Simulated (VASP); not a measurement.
Wanted: the native input for a VASP 6.6.1 run.

* Task: band structure
* Functional: AM05
* Potentials or basis: VASP PAW PBE potentials, release 64 (Ta_pv, N)
* Cutoff: 520 eV
* k mesh: 7 × 7 × 3
* Occupations: fermi-dirac, width 0.05 eV
* Spin: no spin polarisation
* Further INCAR settings: ALGO = Fast; EDIFF = 1e-06; NBANDS = 27

Crystal: Ta3N.

```
Ta N
1.0
     3.03222    0.00000    0.00000
    -1.51611    2.62598    0.00000
     0.00000    0.00000    7.52414
Ta N
3 1
Direct
  0.66667 0.33333 0.82607
  0.33333 0.66667 0.17393
  0.00000 0.00000 0.50000
  0.00000 0.00000 0.00000
```

The cell comes from a database or a generator and needn't be the stable form of this composition.

These files were run (other wordings do the same):

POSCAR

```
Ta3N
1.0
    3.0322239879      0.0000000000      0.0000000000
   -1.5161119940      2.6259830035      0.0000000000
    0.0000000000      0.0000000000      7.5241370000
Ta N
3 1
Direct
    0.6666666667      0.3333333333      0.8260700000
    0.3333333333      0.6666666667      0.1739300000
    0.0000000000      0.0000000000      0.5000000000
    0.0000000000      0.0000000000      0.0000000000
```

INCAR.step1

```
SYSTEM = Ta3N
PREC = Accurate ; ENCUT = 520
EDIFF = 1E-6 ; ISMEAR = -1
SIGMA = 0.05 ; LREAL = .False.
LASPH = .True. ; NELM = 100
ALGO = Fast ; ISIF = 2
LWAVE = .False. ; LCHARG = .True.
LMAXMIX = 4 ; GGA = AM
NBANDS = 27
```

KPOINTS.step1

```
Automatic mesh
0
Gamma
  7 7 3
  0 0 0
```

INCAR.step2

```
SYSTEM = Ta3N
PREC = Accurate ; ENCUT = 520
EDIFF = 1E-6 ; ISMEAR = 0
SIGMA = 0.05 ; LREAL = .False.
LASPH = .True. ; NELM = 100
ALGO = Fast ; ISIF = 2
LWAVE = .False. ; LCHARG = .False.
LMAXMIX = 4 ; GGA = AM
NBANDS = 27 ; ICHARG = 11
```

KPOINTS.step2

```
path GMKGALHA,LM,KH
20
line-mode
reciprocal
 0.0000000000  0.0000000000  0.0000000000  G
 0.5000000000  0.0000000000  0.0000000000  M

 0.5000000000  0.0000000000  0.0000000000  M
 0.3333333333  0.3333333333  0.0000000000  K

 0.3333333333  0.3333333333  0.0000000000  K
 0.0000000000  0.0000000000  0.0000000000  G

 0.0000000000  0.0000000000  0.0000000000  G
 0.0000000000  0.0000000000  0.5000000000  A

 0.0000000000  0.0000000000  0.5000000000  A
 0.5000000000  0.0000000000  0.5000000000  L

 0.5000000000  0.0000000000  0.5000000000  L
 0.3333333333  0.3333333333  0.5000000000  H

 0.3333333333  0.3333333333  0.5000000000  H
 0.0000000000  0.0000000000  0.5000000000  A

 0.5000000000  0.0000000000  0.5000000000  L
 0.5000000000  0.0000000000  0.0000000000  M

 0.3333333333  0.3333333333  0.0000000000  K
 0.3333333333  0.3333333333  0.5000000000  H
```

Potentials or basis: VASP PAW PBE potentials, release 64 (Ta_pv, N).

The run is started by

```console
$ cat potpaw_PBE.64/Ta_pv/POTCAR potpaw_PBE.64/N/POTCAR > POTCAR
$ cp INCAR.step1 INCAR
$ cp KPOINTS.step1 KPOINTS
$ mpirun -np 1 vasp_std > vasp.out
$ cp INCAR.step2 INCAR
$ cp KPOINTS.step2 KPOINTS
$ mpirun -np 1 vasp_std > vasp.out
```

It gave:

```json
{
  "Band gap along the path": "none (metal or under the smearing width)"
}
```

Caveat: the log is that of the step along the path at fixed density, whose energy, stress, charges and moments have no meaning; spin-orbit coupling is left out, which moves the levels of the heavy elements.

Wall time 3.9 min on 1 thread of Intel(R) Xeon(R) Platinum 8375C CPU @ 2.90GHz (Ice Lake), with other jobs on the host, peak memory 0.34 GiB.
